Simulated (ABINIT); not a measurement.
# Ti (P6_3/mmc) in ABINIT: convergence with tolvrs

Aim: find how far tolvrs must go before the results for Ti settle, at r2SCAN. This setting moves, with any that are tied to it; all else stays.

Program: ABINIT 10.8.3 (patched build). These are calculated values, not measurements. Logs are shortened: lines on timing, memory, paths and dates and some standing lists are left out, and cuts for length are marked. The log counts tension as positive stress, the text compression.

## 1. The crystal as given

The structure is hexagonal, space group P6_3/mmc (No. 194). The conventional cell has a = 2.950 Å, b = 2.950 Å, c = 4.680 Å, α = 90.00°, β = 90.00°, γ = 120.00°. Around Ti (site symmetry -6m2) lie 12 Ti at 2.89 to 2.95 Å.

## 2. With tolvrs 0.01

File run.abi:

```
# Pseudopotentials
pp_dirpath "./"
pseudos "22_Ti_12_2.0_2.8_pbe_n_v1.0.psp8"

# Structure
acell 3*1.0
rprim
     5.5746920676     0.0000000000     0.0000000000
    -2.7873460338     4.8278249489     0.0000000000
     0.0000000000     0.0000000000     8.8439182632
ntypat 1
znucl 22
natom 2
typat 1 1
xred
     0.6666666667     0.3333333333     0.7500000000
     0.3333333333     0.6666666667     0.2500000000

# Plane-wave basis
ecut 36.0

# k points
kptopt 1
ngkpt 8 8 5
nshiftk 1
shiftk 0.0 0.0 0.0

# Exchange and correlation
ixc -497498
usekden 1
nc_xccc_gspace 1
boxcutmin 3.0

# Bands and occupations
nband 16
occopt 3
tsmear 0.1 eV

# SCF cycle
nstep 100
tolvrs 0.01

# Output
iomode 3
prtwf 0
prtden 0
prteig 0
prtebands 0
```

Potentials or basis: SPMS NC PBE v1.0.

Run with:

```console
abinit run.abi > log 2>&1
```

run.abo:

```text
.Version 10.8.3 of ABINIT
 Symmetries : space group P6_3/m m c (#194); Bravais hP (primitive hexag.)
================================================================================
 Values of the parameters that define the memory need of the present run
     intxc =       0    ionmov =       0      iscf =       7    lmnmax =       6
     lnmax =       6     mgfft =      72  mpssoang =       3    mqgrid =    3001
     natom =       2  nloc_mem =       1    nspden =       1   nspinor =       1
    nsppol =       1      nsym =      24    n1xccc =    2501    ntypat =       1
    occopt =       3   xclevel =       2
       mpw =        2481          nfft =      165888          nkpt =          30
================================================================================
================================================================================

--------------------------------------------------------------------------------
------------- Echo of variables that govern the present computation ------------
--------------------------------------------------------------------------------
 -outvars: echo values of preprocessed input variables --------
            acell      1.0000000000E+00  1.0000000000E+00  1.0000000000E+00 Bohr
              amu      4.78800000E+01
        boxcutmin      3.00000000E+00
             ecut      3.60000000E+01 Hartree
              ixc     -497498
         kptrlatt        8    0    0      0    8    0      0    0    5
          kptrlen      4.42195913E+01
            natom           2
            nband          16
   nc_xccc_gspace           1
            ngfft          48      48      72
             nkpt          30
            nstep         100
             nsym          24
           ntypat           1
           occopt           3
           prtden           0
        prtebands           0
           prteig           0
          prtkden           1
            prtwf           0
            rprim      5.5746920676E+00  0.0000000000E+00  0.0000000000E+00
                      -2.7873460338E+00  4.8278249489E+00  0.0000000000E+00
                       0.0000000000E+00  0.0000000000E+00  8.8439182632E+00
          spgroup         194
           tolvrs      1.00000000E-02
           tsmear      3.67493222E-03 Hartree
            typat      1  1
          usekden           1
           xangst      1.4749999990E+00  8.5159164648E-01  3.5099999976E+00
                      -2.9598923428E-17  1.7031832930E+00  1.1699999992E+00
            xcart      2.7873460338E+00  1.6092749830E+00  6.6329386974E+00
                      -5.5933858900E-17  3.2185499659E+00  2.2109795658E+00
             xred      6.6666666667E-01  3.3333333333E-01  7.5000000000E-01
                       3.3333333333E-01  6.6666666667E-01  2.5000000000E-01
            znucl       22.00000

================================================================================

 chkinp: Checking input parameters for consistency.

[... 90 lines left out ...]
- [  3.3333E-01,   6.6667E-01,   2.5000E-01, Ti]
cartesian_forces: # hartree/bohr
- [ -1.93204948E-28,   2.34248550E-27,  -0.00000000E+00, ]
- [  1.93204948E-28,  -2.34248550E-27,  -0.00000000E+00, ]
force_length_stats: {min:   2.35043963E-27, max:   2.35043963E-27, mean:   2.35043963E-27, }
...

 Integrated electronic density in atomic spheres:
 ------------------------------------------------
 Atom  Sphere_radius  Integrated_density
    1        2.00000          9.43198094
    2        2.00000          9.43198094
================================================================================

 ----iterations are completed or convergence reached----

 Mean square residual over all n,k,spin=   28.291E-06; max=  38.829E-04
 reduced coordinates (array xred) for    2 atoms
       0.666666666667      0.333333333333      0.750000000000
       0.333333333333      0.666666666667      0.250000000000
 rms dE/dt=  6.8965E-27; max dE/dt=  1.0771E-26; dE/dt below (all hartree)
    1       0.000000000000     -0.000000000000      0.000000000000
    2      -0.000000000000      0.000000000000      0.000000000000

 cartesian coordinates (angstrom) at end:
    1      1.47499999898717     0.85159164648454     3.50999999759949
    2     -0.00000000000000     1.70318329296909     1.16999999919983

 cartesian forces (hartree/bohr) at end:
    1     -0.00000000000000     0.00000000000000    -0.00000000000000
    2      0.00000000000000    -0.00000000000000    -0.00000000000000
 frms,max,avg= 1.3570270E-27 2.3424855E-27   0.000E+00  0.000E+00  0.000E+00 h/b

 cartesian forces (eV/Angstrom) at end:
    1     -0.00000000000000     0.00000000000000    -0.00000000000000
    2      0.00000000000000    -0.00000000000000    -0.00000000000000
 frms,max,avg= 6.9781132E-26 1.2045545E-25   0.000E+00  0.000E+00  0.000E+00 e/A
 length scales=  1.000000000000  1.000000000000  1.000000000000 bohr
              =  0.529177210544  0.529177210544  0.529177210544 angstroms
 Fermi (or HOMO) energy (hartree) =   0.30423   Average Vxc (hartree)=  -0.45879
 Eigenvalues (hartree) for nkpt=  30  k points:
 kpt#   1, nband= 16, wtk=  0.00313, kpt=  0.0000  0.0000  0.0000 (reduced coord)
  -1.90459   -1.90003   -0.98606   -0.96313   -0.96313   -0.96087   -0.95961   -0.95961
   0.05261    0.19813    0.31865    0.33913    0.33940    0.34287    0.36384    0.36795
      occupation numbers for kpt#   1
   2.00000    2.00000    2.00000    2.00000    2.00000    2.00000    2.00000    2.00000
   2.00000    2.00000    0.03874    0.00015    0.00014    0.00005    0.00000    0.00000
 prteigrs : prtvol=0 or 1, do not print more k-points.

--- !EnergyTerms
iteration_state     : {dtset: 1, }
comment             : Components of total free energy in Hartree
kinetic             :  4.34993197953875E+01
hartree             :  2.30111813884414E+01
xc                  : -1.74508508182193E+01
Ewald energy        : -8.45410389958568E+01
psp_core            :  4.55029116667515E+00
local_psp           : -7.61670520684399E+01
non_local_psp       : -1.06468908174211E+01
internal            : -1.17745040349433E+02
'-kT*entropy'       : -2.21210663109869E-03
total_energy        : -1.17747252456064E+02
total_energy_eV     : -3.20406596598500E+03
band_energy         : -1.73612707009016E+01
...

 Cartesian components of stress tensor (hartree/bohr^3)
  sigma(1 1)=  7.08721781E-05  sigma(3 2)=  0.00000000E+00
  sigma(2 2)=  7.08721775E-05  sigma(3 1)=  0.00000000E+00
  sigma(3 3)=  8.82555078E-05  sigma(2 1)=  0.00000000E+00

-Cartesian components of stress tensor (GPa)         [Pressure= -2.2556E+00 GPa]
- sigma(1 1)=  2.08513147E+00  sigma(3 2)=  0.00000000E+00
- sigma(2 2)=  2.08513145E+00  sigma(3 1)=  0.00000000E+00
- sigma(3 3)=  2.59656668E+00  sigma(2 1)=  0.00000000E+00

== END DATASET(S) ==============================================================
================================================================================

 -outvars: echo values of variables after computation  --------
            acell      1.0000000000E+00  1.0000000000E+00  1.0000000000E+00 Bohr
           etotal     -1.1774725246E+02
            fcart     -1.9320494768E-28  2.3424854996E-27 -0.0000000000E+00
                       1.9320494768E-28 -2.3424854996E-27 -0.0000000000E+00
            rprim      5.5746920676E+00  0.0000000000E+00  0.0000000000E+00
                      -2.7873460338E+00  4.8278249489E+00  0.0000000000E+00
                       0.0000000000E+00  0.0000000000E+00  8.8439182632E+00
           strten      7.0872178109E-05  7.0872177451E-05  8.8255507771E-05
                       0.0000000000E+00  0.0000000000E+00  0.0000000000E+00
           xangst      1.4749999990E+00  8.5159164648E-01  3.5099999976E+00
                      -2.9598923428E-17  1.7031832930E+00  1.1699999992E+00
             xred      6.6666666667E-01  3.3333333333E-01  7.5000000000E-01
                       3.3333333333E-01  6.6666666667E-01  2.5000000000E-01
 Calculation completed.
```

Run time: 2.7 min. Hardware: 1 thread of Arm Neoverse V2, shared host; peak memory 0.14 GiB.

Results:

| Quantity | Value |
| --- | --- |
| Free energy | -3204.0660 eV |
| Pressure | -2.3 GPa |
| Band gap on the k mesh | none (metal or under the smearing width) |
| Valence electrons inside the program's atomic spheres | Ti 9.43 (radii [1.0584] Å) |

## 3. With tolvrs 0.001

Changes to run.abi since step 2:

```diff
@@ -40,3 +40,3 @@
 nstep 100
-tolvrs 0.01
+tolvrs 0.001
```

Potentials or basis: SPMS NC PBE v1.0.

Run with:

```console
abinit run.abi > log 2>&1
```

It took 2.7 min on 1 thread of Arm Neoverse V2, shared host; peak memory 0.14 GiB.

Results (log left out):

```
Free energy                                           : -3204.0660 eV
Pressure                                              : -2.3 GPa
Band gap on the k mesh                                : none (metal or under the smearing width)
Valence electrons inside the program's atomic spheres : Ti 9.43 (radii [1.0584] Å)
```

## 4. With tolvrs 0.0001

Changes to run.abi since step 3:

```diff
@@ -40,3 +40,3 @@
 nstep 100
-tolvrs 0.001
+tolvrs 0.0001
```

Run with:

```console
abinit run.abi > log 2>&1
```

It took 3.4 min on 1 thread of Arm Neoverse V2, shared host; peak memory 0.14 GiB.

It converged, with:

```yaml
Free_energy: -3204.0660 eV
Pressure: -2.2 GPa
Band_gap_on_the_k_mesh: none (metal or under the smearing width)
Valence_electrons_inside_the_program's_atomic_spheres: Ti 9.43 (radii [1.0584] Å)
```

## 5. With tolvrs 1e-05

Changes to run.abi since step 4:

```diff
@@ -40,3 +40,3 @@
 nstep 100
-tolvrs 0.0001
+tolvrs 1.0e-5
```

Run with:

```console
abinit run.abi > log 2>&1
```

Wall time 4.7 min (1 thread of Arm Neoverse V2, shared host); peak memory 0.14 GiB.

Results (log left out):

```
Free energy                                           : -3204.0660 eV
Pressure                                              : -2.2 GPa
Band gap on the k mesh                                : none (metal or under the smearing width)
Valence electrons inside the program's atomic spheres : Ti 9.43 (radii [1.0584] Å)
```

## 6. With tolvrs 1e-06

Changes to run.abi since step 5:

```diff
@@ -40,3 +40,3 @@
 nstep 100
-tolvrs 1.0e-5
+tolvrs 1.0e-6
```

Potentials or basis: SPMS NC PBE v1.0.

Run with:

```console
abinit run.abi > log 2>&1
```

It took 5 min on 1 thread of Arm Neoverse V2, shared host; peak memory 0.14 GiB.

The run converged. Its results:

```yaml
Free_energy: -3204.0660 eV
Pressure: -2.2 GPa
Band_gap_on_the_k_mesh: none (metal or under the smearing width)
Valence_electrons_inside_the_program's_atomic_spheres: Ti 9.43 (radii [1.0584] Å)
```

## 7. With tolvrs 1e-08

Changes to run.abi since step 6:

```diff
@@ -40,3 +40,3 @@
 nstep 100
-tolvrs 1.0e-6
+tolvrs 1.0e-8
```

Run with:

```console
abinit run.abi > log 2>&1
```

Wall time 5.7 min (1 thread of Arm Neoverse V2, shared host); peak memory 0.14 GiB.

It converged, with:

```
Free energy                                           : -3204.0660 eV
Pressure                                              : -2.2 GPa
Band gap on the k mesh                                : none (metal or under the smearing width)
Valence electrons inside the program's atomic spheres : Ti 9.43 (radii [1.0584] Å)
```

## 8. With tolvrs 1e-10

Changes to run.abi since step 7:

```diff
@@ -40,3 +40,3 @@
 nstep 100
-tolvrs 1.0e-8
+tolvrs 1.0e-10
```

Run with:

```console
abinit run.abi > log 2>&1
```

It took 6.3 min on 1 thread of Arm Neoverse V2, shared host; peak memory 0.14 GiB.

Results (log left out):

| Property | Result |
| --- | --- |
| Free energy | -3204.0660 eV |
| Pressure | -2.2 GPa |
| Band gap on the k mesh | none (metal or under the smearing width) |
| Valence electrons inside the program's atomic spheres | Ti 9.43 (radii [1.0584] Å) |

## 9. With tolvrs 1e-13

Changes to run.abi since step 8:

```diff
@@ -40,3 +40,3 @@
 nstep 100
-tolvrs 1.0e-10
+tolvrs 1.0e-13
```

Potentials or basis: SPMS NC PBE v1.0.

Run with:

```console
abinit run.abi > log 2>&1
```

It took 11 min on 1 thread of Arm Neoverse V2, shared host; peak memory 0.14 GiB.

Results (log left out):

* Free energy: -3204.0660 eV
* Pressure: -2.2 GPa
* Band gap on the k mesh: none (metal or under the smearing width)
* Valence electrons inside the program's atomic spheres: Ti 9.43 (radii [1.0584] Å)

## 10. The series at a glance

```csv
tolvrs,"energy less the tightest run, at zero smearing (meV/atom)",pressure (GPa),SCF cycles,CPU time (s),peak memory (GiB)
0.01,0.01,-2.26,6,160,0.14
0.001,0.01,-2.26,6,160,0.14
0.0001,0.00,-2.22,8,200,0.14
1e-05,0.00,-2.20,12,280,0.14
1e-06,0.00,-2.19,13,300,0.14
1e-08,0.00,-2.19,15,340,0.14
1e-10,0.00,-2.19,17,380,0.14
1e-13,0.00,-2.19,31,670,0.14
```

Against the tightest run, the energy stays within 1 meV/atom from 0.01 on; the pressure stays within 0.1 GPa from 0.01 on. The tightest run that finished is the yardstick and may itself not be fully converged.

Caveats: a meta-GGA on potentials with a model core is unreliable; the potentials were made for another functional, which shifts forces and pressure.
